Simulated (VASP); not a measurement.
The system is Pr.

```
Pr
1.0
     0.00000    2.58050    2.58050
     2.58050    0.00000    2.58050
     2.58050    2.58050    0.00000
Pr
1
Direct
  0.00000 0.00000 0.00000
```

This isn't the form of Pr at room conditions, which is double hcp.

Base run:

- Program: VASP 6.6.1
- Functional: PBE
- Potentials or basis: VASP PAW PBE potentials, release 64 (Pr)
- Cutoff: 520 eV
- k mesh: 9 × 9 × 9
- Occupations: gaussian, width 0.02 eV
- Spin: collinear spin, ferromagnetic start
- Starting moments: [2.0] μB

Its results: band gap on the k mesh none (metal or under the smearing width); pressure -0.7 GPa; net moment 2.68 μB per cell.

Problem. The run is repeated on the same cell with these changes: potentials or basis from VASP PAW PBE potentials, release 64 (Pr) to VASP PAW PBE potentials, release 64 (Pr_3), 4f in core; cutoff from 520 eV to 600 eV; further incar settings from ALGO = Normal; EDIFF = 1e-06 to ALGO = Fast; EDIFF = 1e-06; NBANDS = 16; valence electrons from 13 to 11. What comes out?

Solution. Band gap on the k mesh none (metal or under the smearing width); pressure 2.2 GPa; net moment 0.00 μB per cell.

Caveats: the magnetic or orbital state may not be the lowest; spin-orbit coupling is left out, which moves the levels of the heavy elements; the 4f electrons are frozen in the core as for a trivalent ion, so they carry no moment and show no levels (some runs).
